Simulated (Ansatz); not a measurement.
# Zn2InGaO5: Quadrupolar parameters

The cell is a Materials Project structure (computed, not necessarily an observed phase), atoms as given.

Space group P6_3/mmc (No. 194); a = 3.3461, c = 22.7455 Å, γ = 120.00°.

```csv
site,Wyckoff,site symmetry,x,y,z
Zn,4f,3m.,0.3333,0.6667,0.6354
In,2a,-3m.,0.0000,0.0000,0.5000
Ga,2b,-6m2,0.0000,0.0000,0.7500
O9,4f,3m.,0.3333,0.6667,0.5481
O10,4e,3m.,0.0000,0.0000,0.6622
O11,2d,-6m2,0.3333,0.6667,0.7500
```

One atom of each set is listed.

Computed with Ansatz: DFT, r2SCAN, plane waves and PAW (field gradients read without the response of the frozen cores, which leaves them typically 4 to 6 % off), scalar-relativistic, 500 eV cutoff, Γ-centred 7×7×1 k-points, Fermi–Dirac smearing 0.02 eV.

C_Q = eQV_zz/h, which is 24.18 MHz for Q = 1 b and V_zz = 10²¹ V/m²; η = (V_xx − V_yy)/V_zz. ν_Q = 3|C_Q|/[2I(2I − 1)].

Zn-67: I = 5/2, Q = 122.0 mb; In-113: I = 9/2, Q = 761.0 mb; ⁷¹Ga: I = 3/2, Q = 107.0 mb; ¹⁷O: I = 5/2, Q = -25.58 mb. Q values from Pyykkö, Mol. Phys. 116, 1328 (2018).

| site | atoms | first shell | C_Q (MHz) | η | ν_Q (MHz) |
| --- | --- | --- | --- | --- | --- |
| Zn | 4 | 4 O at 1.99–2.03 Å; also 1 O at 2.61 Å | -1.80 | 0.00 | 0.270 |
| In | 2 | 6 O at 2.22 Å | 117 | 0.00 | 4.88 |
| Ga | 2 | 5 O at 1.93–2.00 Å | -10.2 | 0.00 | 5.10 |
| O9 | 4 | 1 Zn at 1.99 Å, 3 In at 2.22 Å | -0.563 | 0.00 | 0.085 |
| O10 | 4 | 1 Ga at 2.00 Å, 3 Zn at 2.03 Å | -0.888 | 0.00 | 0.133 |
| O11 | 2 | 3 Ga at 1.93 Å; also 2 Zn at 2.61 Å | 6.75 | 0.00 | 1.01 |

An axis of threefold or higher order runs through Zn, In, Ga, O9, O10 and O11, so V_zz lies along it and η is zero.

At this cell the r2SCAN pressure is -7 GPa, so with r2SCAN the cell would shrink if it were relaxed. The entry's cell may itself be off. Without spin–orbit coupling (the program notes it for In) the gradients are little affected as a rule: paired runs on crystals with a gap mostly move them by under 2 % at such atoms.
